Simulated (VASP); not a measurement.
**Mesh, vacuum, cutoff and functional for a single sheet of PtSe2**

Aim: find which settings matter for a slab model of a single sheet of PtSe2, and what they cost.

Method: PBE; plane waves and PAW (Se, Pt), in the first sound run; inputs show where later runs differ, in VASP 6.6.1.

## 1. The structure

The cell holds 3 atoms: 2 Se and 1 Pt. Its edges and angles: a = 3.724 Å, b = 3.724 Å, c = 17.531 Å, α = 90.0°, β = 90.0°, γ = 120.0°. It derives from PtSe2 (Sudovikovite). 1 sheet cut from a layered arrangement of the crystal. Vacuum lies along c.

## 2. The base run

The base run sets the number that all others are held against.

Contents of INCAR:

```
SYSTEM = PtSe2
PREC = Normal
ENCUT = 350
EDIFF = 1E-06
NELM = 120
ISMEAR = 0
SIGMA = 0.05
LREAL = .FALSE.
ALGO = Normal
GGA = PE
NBANDS = 17
LASPH = .TRUE.
LORBIT = 11
LWAVE = .FALSE.
LCHARG = .FALSE.
KPAR = 4
IDIPOL = 3
LDIPOL = .TRUE.
DIPOL = 0.5 0.5 0.5
LVHAR = .TRUE.
LVACPOTAV = .TRUE.
NEDOS = 1500
```

Contents of POSCAR:

```
PtSe2
1.0
    3.7240000000      0.0000000000      0.0000000000
   -1.8620000000      3.2250786040      0.0000000000
    0.0000000000      0.0000000000     17.5310000000
Se Pt
2 1
Direct
    0.3333333330      0.6666666670      0.5721864130
    0.6666666670      0.3333333330      0.4278135870
    0.0000000000      0.0000000000      0.5000000000
```

Contents of KPOINTS:

```
Automatic mesh
0
Gamma
9 9 1
0 0 0
```

The projector-augmented-wave data sets are Se and Pt (PBE family, release 64).

Run with:

```bash
$ mpirun -np 4 vasp_std
```

The program printed:

```text
[banner, memory and clock lines left out]
running    4 mpi-ranks, on    1 nodes
 distrk:  each k-point on    1 cores,    4 groups
 distr:  one band on    1 cores,    1 groups

 POSCAR found type information on POSCAR SePt
 POSCAR found :  2 types and       3 ions
 LDA part: xc-table for (Slater+PW92), standard interpolation
 POSCAR, INCAR and KPOINTS ok, starting setup
 FFT: planning ... GRIDC
 FFT: planning ... GRID_SOFT
 FFT: planning ... GRID
 WAVECAR not read
 entering main loop
       N       E                     dE             d eps       ncg     rms          rms(c)
DAV:   1     0.136999965224E+03    0.13700E+03   -0.64150E+03   408   0.713E+02
DAV:   2    -0.313899411563E+01   -0.14014E+03   -0.13397E+03   562   0.162E+02
DAV:   3    -0.149247721616E+02   -0.11786E+02   -0.11714E+02   483   0.575E+01
DAV:   4    -0.151107831224E+02   -0.18601E+00   -0.18585E+00   524   0.808E+00
DAV:   5    -0.151137900303E+02   -0.30069E-02   -0.30067E-02   556   0.977E-01    0.129E+01
DAV:   6    -0.144439008563E+02    0.66989E+00   -0.48170E+00   454   0.200E+01    0.710E+00
DAV:   7    -0.143030869770E+02    0.14081E+00   -0.13006E+00   448   0.109E+01    0.332E+00
DAV:   8    -0.142578482244E+02    0.45239E-01   -0.98666E-02   530   0.306E+00    0.710E-01
DAV:   9    -0.142550525902E+02    0.27956E-02   -0.23936E-02   517   0.128E+00    0.201E-01
DAV:  10    -0.142552051972E+02   -0.15261E-03   -0.12314E-03   500   0.240E-01    0.180E-01
DAV:  11    -0.142555154407E+02   -0.31024E-03   -0.37617E-04   503   0.173E-01    0.133E-01
DAV:  12    -0.142554339284E+02    0.81512E-04   -0.64256E-04   526   0.232E-01    0.903E-02
DAV:  13    -0.142554026694E+02    0.31259E-04   -0.49540E-05   457   0.439E-02    0.534E-02
DAV:  14    -0.142553945134E+02    0.81560E-05   -0.38744E-05   441   0.288E-02    0.129E-02
DAV:  15    -0.142554097220E+02   -0.15209E-04   -0.93702E-06   465   0.225E-02    0.451E-03
DAV:  16    -0.142554256627E+02   -0.15941E-04   -0.14992E-05   460   0.185E-02    0.176E-02
DAV:  17    -0.142554308114E+02   -0.51486E-05   -0.52239E-07   393   0.341E-03    0.158E-02
DAV:  18    -0.142554365788E+02   -0.57674E-05   -0.89420E-06   498   0.140E-02    0.606E-03
DAV:  19    -0.142554382175E+02   -0.16387E-05   -0.25479E-07   447   0.286E-03    0.320E-03
DAV:  20    -0.142554413898E+02   -0.31723E-05   -0.21295E-07   406   0.242E-03    0.103E-03
DAV:  21    -0.142554432902E+02   -0.19004E-05   -0.72989E-08   414   0.167E-03    0.563E-04
DAV:  22    -0.142554443386E+02   -0.10484E-05   -0.23830E-08   380   0.759E-04    0.109E-03
DAV:  23    -0.142554448788E+02   -0.54022E-06   -0.18830E-08   387   0.614E-04
|                                                                             |
|           W    W    AA    RRRRR   N    N  II  N    N   GGGG   !!!           |
|           W    W   A  A   R    R  NN   N  II  NN   N  G    G  !!!           |
|           W    W  A    A  R    R  N N  N  II  N N  N  G       !!!           |
|           W WW W  AAAAAA  RRRRR   N  N N  II  N  N N  G  GGG   !            |
|           WW  WW  A    A  R   R   N   NN  II  N   NN  G    G                |
|           W    W  A    A  R    R  N    N  II  N    N   GGGG   !!!           |
|                                                                             |
|     Did not find any points to average over, which means that no vacuum     |
|     field-free region was found. Please increase the size of  your cell     |
|     in the dimension of the dipole correction to obtain accurate            |
|     workfunction values.                                                    |
|                                                                             |

   1 F= -.14255445E+02 E0= -.14255445E+02  d E =-.207839E-10
```

The job ended after 7.2 s (4 MPI ranks of Intel Xeon Platinum 8488C (Sapphire Rapids), shared host; peak memory 0.67 GiB; 23 s of CPU time).

The logs omit lines about the potential files and the build; timing stands in the text.

Parts of OUTCAR (step 2):

```text
ion  position               nearest neighbor table
   1  0.333  0.667  0.572-   3 2.49   3 2.49   3 2.49
   2  0.667  0.333  0.428-   3 2.49   3 2.49   3 2.49
   3  0.000  0.000  0.500-   1 2.49   2 2.49   2 2.49   1 2.49   2 2.49   1 2.49

  LATTYP: Found a hexagonal cell.
 ALAT       =     3.7240000000
 C/A-ratio  =     4.7075725027

 Subroutine GETGRP returns: Found 12 space group operations
 (whereof 12 operations were pure point group operations)

The static configuration has the point symmetry D_3d.

 Found     12 irreducible k-points:

   k-points           NKPTS =     12   k-points in BZ     NKDIM =     12   number of bands    NBANDS=     17

   dimension x,y,z NGX =    18 NGY =   18 NGZ =   80
   dimension x,y,z NGXF=    36 NGYF=   36 NGZF=  160

   ENCUT  =  350.0 eV  25.72 Ry    5.07 a.u.   5.68  5.68 26.74*2*pi/ulx,y,z

   NELECT =      22.0000    total number of electrons

 k-points in reciprocal lattice and weights: Automatic mesh
   0.00000000  0.00000000  0.00000000       0.012
   0.11111111  0.00000000  0.00000000       0.074
   0.22222222  0.00000000  0.00000000       0.074
   0.33333333  0.00000000  0.00000000       0.074
   0.44444444  0.00000000  0.00000000       0.074
   0.11111111  0.11111111  0.00000000       0.074
   0.22222222  0.11111111  0.00000000       0.148
   0.33333333  0.11111111  0.00000000       0.148
   0.44444444  0.11111111  0.00000000       0.074
   0.22222222  0.22222222  0.00000000       0.074
   0.33333333  0.22222222  0.00000000       0.148
   0.33333333  0.33333333  0.00000000       0.025

 dipolmoment           0.000000      0.000000     -0.000000 electrons x Angstroem

 average (electrostatic) potential at core
       1 -60.5746       2 -60.5746       3 -76.6785

 E-fermi :  -2.3201

 k-point     1 :       0.0000    0.0000    0.0000
  band No.  band energies     occupation
    ...
      7      -5.4558      2.00000
      8      -3.6473      2.00000
      9      -3.0583      2.00000
     10      -2.5522      2.00000
     11      -2.5522      2.00000
     12       0.6088      0.00000
     13       0.6088      0.00000
     14       2.1044      0.00000
     15       2.7292      0.00000
     16       3.2022      0.00000
    ...

 k-point     2 :       0.1111    0.0000    0.0000
  band No.  band energies     occupation
    ...
      7      -5.5524      2.00000
      8      -4.1054      2.00000
      9      -2.8248      2.00000
     10      -2.5916      2.00000
     11      -2.5628      2.00000
     12      -0.2016      0.00000
     13       0.4124      0.00000
     14       2.5112      0.00000
     15       3.0062      0.00000
     16       3.6432      0.00000
    ...

 k-point     3 :       0.2222    0.0000    0.0000
  band No.  band energies     occupation
    ...
      7      -5.6961      2.00000
      8      -4.6664      2.00000
      9      -2.9182      2.00000
     10      -2.8132      2.00000
     11      -2.5560      2.00000
     12      -1.0750      0.00000
     13       0.1948      0.00000
     14       3.1420      0.00000
     15       3.3722      0.00000
     16       3.6171      0.00000
    ...

  Total        1.8054683      1.8054683      1.6104633      0.0000000      0.0000000      0.0000000
  in kB       13.7386411     13.7386411     12.2547579      0.0000000      0.0000000      0.0000000
  external PRESSURE =      13.2440134 kB  Pullay stress =       0.0000000 kB

  energy-cutoff  :      350.00
  volume of cell :      210.55
      direct lattice vectors                 reciprocal lattice vectors
     3.724000000  0.000000000  0.000000000     0.268528464  0.155034981  0.000000000
    -1.862000000  3.225078604  0.000000000     0.000000000  0.310069962  0.000000000
     0.000000000  0.000000000 17.531000000     0.000000000  0.000000000  0.057041812

 POSITION                                       TOTAL-FORCE (eV/Angst)
 -----------------------------------------------------------------------------------
     -0.00000      2.15005     10.03100         0.000000     -0.000000      0.670249
      1.86200      1.07503      7.50000        -0.000000      0.000000     -0.670249
      0.00000      0.00000      8.76550        -0.000000      0.000000      0.000000
 -----------------------------------------------------------------------------------
    total drift:                                0.000000     -0.000000     -0.000000

  FREE ENERGIE OF THE ION-ELECTRON SYSTEM (eV)
  ---------------------------------------------------
  free  energy   TOTEN  =       -14.2554448788 eV

  energy  without entropy=      -14.2554448788  energy(sigma->0) =      -14.25544488

 vacuum level on the upper side and lower side of the slab         3.222         3.222

 total charge
# of ion       s       p       d       tot
------------------------------------------
    1        1.476   2.263   0.062   3.801
    2        1.476   2.263   0.062   3.801
    3        0.691   0.735   8.016   9.443
--------------------------------------------------
tot          3.644   5.261   8.140  17.045

[... 3 further parts left out ...]
```

The gap is read on the k-mesh alone, so it is an upper bound where the band edges lie off the mesh.

This step gave:

```
electronic cycles                                 : 23
electrons                                         : 22
free energy (TOTEN)                               : -14.26 eV
Fermi energy                                      : -2.320 eV
labelled metallic, from the levels on this mesh   : no
dipole moment                                     : 0, 0, 0 e·Å
vacuum levels                                     : 3.222, 3.222 eV
ionisation potentials of the upper and lower face : 5.757, 5.757 eV
electron affinities of the upper and lower face   : 4.297, 4.297 eV
highest filled level below the vacuum             : 5.757 eV
gap on the k-mesh                                 : 1.460 eV
least direct gap on the k-mesh                    : 1.481 eV
```

Zero at the Fermi level. Planar average of the electrostatic potential against height:

| height (Å) | planar average of the electrostatic potential (eV) |
| --- | --- |
| 0.0 | 5.54 |
| 0.5 | 5.54 |
| 1.0 | 5.54 |
| 1.5 | 5.54 |
| 2.0 | 5.54 |
| 2.5 | 5.54 |
| 3.0 | 5.54 |
| 3.5 | 5.54 |
| 4.0 | 5.54 |
| 4.5 | 5.53 |
| 5.0 | 5.51 |
| 5.5 | 5.41 |
| 6.0 | 4.99 |
| 6.5 | 3.28 |
| 7.0 | -3.78 |
| 7.5 | -7.39 |
| 8.0 | -9.18 |
| 8.5 | -10.6 |
| 9.0 | -10.8 |
| 9.5 | -9.24 |
| 10.0 | -7.47 |
| 10.5 | -4.22 |
| 11.0 | 3.07 |
| 11.5 | 4.95 |
| 12.0 | 5.40 |
| 12.5 | 5.51 |
| 13.0 | 5.53 |
| 13.5 | 5.54 |
| 14.0 | 5.54 |
| 14.5 | 5.54 |
| 15.0 | 5.54 |
| 15.5 | 5.54 |
| 16.0 | 5.54 |
| 16.5 | 5.54 |
| 17.0 | 5.54 |

Density of states in the PAW spheres, an atom over height of the layer and energy from the Fermi level.

Values in states/eV, 22 rows by 3 columns, each cell a mean:
```
0.00 0.00 0.00
0.10 0.04 0.10
0.94 0.88 0.94
0.51 1.02 0.51
0.39 0.89 0.39
0.56 1.35 0.56
0.21 0.61 0.21
0.37 2.86 0.37
0.09 2.17 0.09
0.10 1.03 0.10
0.32 2.17 0.32
0.55 2.40 0.55
0.18 0.79 0.18
0.42 1.32 0.42
0.65 2.76 0.65
0.47 2.06 0.47
0.26 0.71 0.26
0.12 0.33 0.12
0.00 0.01 0.00
0.00 0.00 0.00
0.00 0.00 0.00
0.00 0.00 0.00
```
Columns: height of the layer (Å) from 7.5 to 10; rows upwards: energy from the Fermi level (eV) from -7.9 to 0.5.

Force by atom:

```
atom  x (eV/Å)  y (eV/Å)  z (eV/Å)   size
 Se1     0.000     0.000     0.670  0.670
 Se2     0.000     0.000    -0.670  0.670
 Pt3     0.000     0.000     0.000  0.000
```

The highest filled level lies 5.76 eV below the vacuum at the upper face.

Only the dipole across the slab is computed (IDIPOL = 3); zeros along the plane are no results.

The map of layer states is cut here 0.5 eV above the Fermi level, so it leaves out the states above that.

## 3. Another mesh, mesh points along a 3, k-mesh 3×3×1

The mesh decides how well the Fermi level or the band edge is found.

Changes to INCAR since step 2:

```diff
@@ -15,3 +15,3 @@
 LCHARG = .FALSE.
-KPAR = 4
+NCORE = 4
 IDIPOL = 3
@@ -21,2 +21 @@
 LVACPOTAV = .TRUE.
-NEDOS = 1500
```

POSCAR is that of step 2.

Contents of KPOINTS:

```
Automatic mesh
0
Gamma
3 3 1
0 0 0
```

Run with:

```bash
$ mpirun -np 4 vasp_std
```

The program printed:

```text
[banner, memory and clock lines left out]
running    4 mpi-ranks, on    1 nodes
 distrk:  each k-point on    4 cores,    1 groups
 distr:  one band on    4 cores,    1 groups

 POSCAR found type information on POSCAR SePt
 POSCAR found :  2 types and       3 ions
 LDA part: xc-table for (Slater+PW92), standard interpolation
 POSCAR, INCAR and KPOINTS ok, starting setup
 FFT: planning ... GRIDC
 FFT: planning ... GRID_SOFT
 FFT: planning ... GRID
 WAVECAR not read
 entering main loop
       N       E                     dE             d eps       ncg     rms          rms(c)
DAV:   1     0.135909388762E+03    0.13591E+03   -0.65150E+03   102   0.719E+02
DAV:   2    -0.310427637153E+01   -0.13901E+03   -0.13347E+03   139   0.163E+02
DAV:   3    -0.150181281596E+02   -0.11914E+02   -0.11825E+02   122   0.579E+01
DAV:   4    -0.151850511100E+02   -0.16692E+00   -0.16683E+00   131   0.773E+00
DAV:   5    -0.151880777585E+02   -0.30266E-02   -0.30266E-02   138   0.957E-01    0.129E+01
DAV:   6    -0.145504811029E+02    0.63760E+00   -0.49720E+00   112   0.194E+01    0.706E+00
DAV:   7    -0.144128072765E+02    0.13767E+00   -0.13442E+00   128   0.105E+01    0.332E+00
DAV:   8    -0.143618906658E+02    0.50917E-01   -0.98048E-02   121   0.306E+00    0.673E-01
DAV:   9    -0.143596872521E+02    0.22034E-02   -0.25206E-02   128   0.122E+00    0.206E-01
DAV:  10    -0.143597843139E+02   -0.97062E-04   -0.10017E-03   123   0.213E-01    0.203E-01
DAV:  12    -0.143606412441E+02   -0.64047E-03   -0.25044E-03   113   0.298E-01    0.400E-01
DAV:  13    -0.143600433359E+02    0.59791E-03   -0.57413E-04   121   0.130E-01    0.221E-01
DAV:  14    -0.143599065857E+02    0.13675E-03   -0.13961E-04   130   0.623E-02    0.140E-01
DAV:  15    -0.143598774425E+02    0.29143E-04   -0.24144E-05   114   0.273E-02    0.102E-01
DAV:  16    -0.143599287461E+02   -0.51304E-04   -0.75484E-04   113   0.129E-01    0.109E-01
DAV:  17    -0.143599358780E+02   -0.71318E-05   -0.11483E-05   130   0.212E-02    0.911E-02
DAV:  18    -0.143599150267E+02    0.20851E-04   -0.13827E-04   120   0.568E-02    0.943E-03
DAV:  19    -0.143599249433E+02   -0.99166E-05   -0.30199E-06   130   0.920E-03    0.159E-02
DAV:  20    -0.143599320986E+02   -0.71553E-05   -0.11643E-06   106   0.513E-03    0.754E-03
DAV:  21    -0.143599406007E+02   -0.85021E-05   -0.78760E-07   114   0.466E-03    0.192E-03
DAV:  22    -0.143599457308E+02   -0.51301E-05   -0.17853E-07    97   0.228E-03    0.379E-04
DAV:  23    -0.143599486092E+02   -0.28784E-05   -0.83796E-08    89   0.120E-03    0.384E-04
DAV:  24    -0.143599490303E+02   -0.42115E-06   -0.20964E-08   107   0.656E-04
 [... a notice as in an earlier step ...]

   1 F= -.14359949E+02 E0= -.14359949E+02  d E =-.943584E-14
```

It took 4.2 s on 4 MPI ranks; peak memory 0.43 GiB.

From OUTCAR (step 3):

```text
The static configuration has the point symmetry D_3d.

 Found      3 irreducible k-points:

   k-points           NKPTS =      3   k-points in BZ     NKDIM =      3   number of bands    NBANDS=     17

   NELECT =      22.0000    total number of electrons

 E-fermi :  -2.1840

 k-point     1 :       0.0000    0.0000    0.0000
  band No.  band energies     occupation
    ...
      7      -5.3277      2.00000
      8      -3.5336      2.00000
      9      -3.0150      2.00000
     10      -2.4449      2.00000
     11      -2.4449      2.00000
     12       0.7181      0.00000
     13       0.7181      0.00000
     14       2.1356      0.00000
     15       2.7646      0.00000
     16       3.2605      0.00000
    ...

 k-point     2 :       0.3333   -0.0000    0.0000
  band No.  band energies     occupation
    ...
      7      -5.4846      2.00000
      8      -4.6996      2.00000
      9      -3.7633      2.00000
     10      -3.3510      2.00000
     11      -2.9211      2.00000
     12      -0.5753      0.00000
     13       0.3548      0.00000
     14       2.6315      0.00000
     15       4.1100      0.00000
     16       4.2985      0.00000
    ...

  Total        1.7220005      1.7220005      1.3859041      0.0000000      0.0000000      0.0000000
  in kB       13.1034963     13.1034963     10.5459835      0.0000000      0.0000000      0.0000000
  external PRESSURE =      12.2509920 kB  Pullay stress =       0.0000000 kB

 POSITION                                       TOTAL-FORCE (eV/Angst)
 -----------------------------------------------------------------------------------
     -0.00000      2.15005     10.03100        -0.000000     -0.000000      0.581407
      1.86200      1.07503      7.50000         0.000000      0.000000     -0.581407
      0.00000      0.00000      8.76550        -0.000000      0.000000     -0.000000
 -----------------------------------------------------------------------------------
    total drift:                                0.000000     -0.000000     -0.000000

  FREE ENERGIE OF THE ION-ELECTRON SYSTEM (eV)
  ---------------------------------------------------
  free  energy   TOTEN  =       -14.3599490303 eV

  energy  without entropy=      -14.3599490303  energy(sigma->0) =      -14.35994903

 vacuum level on the upper side and lower side of the slab         3.175         3.175

 total charge
# of ion       s       p       d       tot
------------------------------------------
    1        1.477   2.259   0.062   3.798
    2        1.477   2.259   0.062   3.798
    3        0.686   0.740   8.020   9.446
--------------------------------------------------
tot          3.641   5.257   8.144  17.042

[... 7 parts as in an earlier step ...]

[... 3 further parts left out ...]
```

A gap read on the k-mesh alone can miss the band edges.

Numbers from this step:

```yaml
electronic_cycles: 24
free_energy_toten: -14.36 eV
fermi_energy: -2.184 eV
vacuum_levels: 3.175, 3.175 eV
ionisation_potentials_of_the_upper_and_lower_face: 5.620, 5.620 eV
electron_affinities_of_the_upper_and_lower_face: 3.750, 3.750 eV
highest_filled_level_below_the_vacuum: 5.620 eV
gap_on_the_k_mesh: 1.870 eV
least_direct_gap_on_the_k_mesh: 2.346 eV
```

Force by atom:

```
atom  x (eV/Å)  y (eV/Å)  z (eV/Å)   size
 Se1     0.000     0.000     0.581  0.581
 Se2     0.000     0.000    -0.581  0.581
 Pt3     0.000     0.000     0.000  0.000
```

Against the base run its depth below the vacuum changes by -0.14 eV and the energy by -34.8 meV an atom.

(Part 1 of 4 ends here.)

[Lines on the potential files, build, host, timing and source positions are cut from VASP's logs without a mark.]

[Logs are printed without paths, hosts, clocks, repeated set-up lines and the standing remarks that a program may print on its own settings, such as how far it seeks lower states.]

[Hosts, paths, dates, database ids (printed as entryN), source tags and the programs' standing remarks are cut or masked in the printed files.]

[In band tables of VASP the shares of atoms and orbitals are scaled to a sum of 1 inside the atoms' spheres.]

[Runs that stopped without an error message from VASP are left out.]
